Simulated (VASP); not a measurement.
A run of VASP 6.6.1 is set up as follows.

Contents of INCAR:

```
SYSTEM = Zr
  PREC = Accurate
  ENCUT = 520
  EDIFF = 1E-7
  ISMEAR = -1
  SIGMA = 0.1
  LREAL = .False.
  LASPH = .True.
  NELM = 80
  ALGO = Fast
  ISIF = 2
  LWAVE = .False.
  LCHARG = .False.
  GGA = RE
  NBANDS = 19
```

KPOINTS

```
Automatic mesh
0
Gamma
  10 10 10
  0 0 0
```

Contents of POSCAR:

```
Zr
1.0
    0.0000000000      3.0415880185      3.0415880185
    3.0415880185      0.0000000000      3.0415880185
    3.0415880185      3.0415880185      0.0000000000
Zr
2
Direct
    0.1250000000      0.1250000000      0.1250000000
    0.8750000000      0.8750000000      0.8750000000
```

Potentials or basis: VASP PAW PBE potentials, release 64 (Zr_sv).

Run with:

```sh
$ cat potpaw_PBE.64/Zr_sv/POTCAR > POTCAR
$ mpirun -np 1 vasp_std > vasp.out
```

Task: Predict the pressure.

Result: 5.1 GPa.

Task: What does it give for the band gap on the k mesh?

Result: None (metal or under the smearing width).

Caveat: the PAW data sets were made with another functional, which shifts forces and pressure a little.
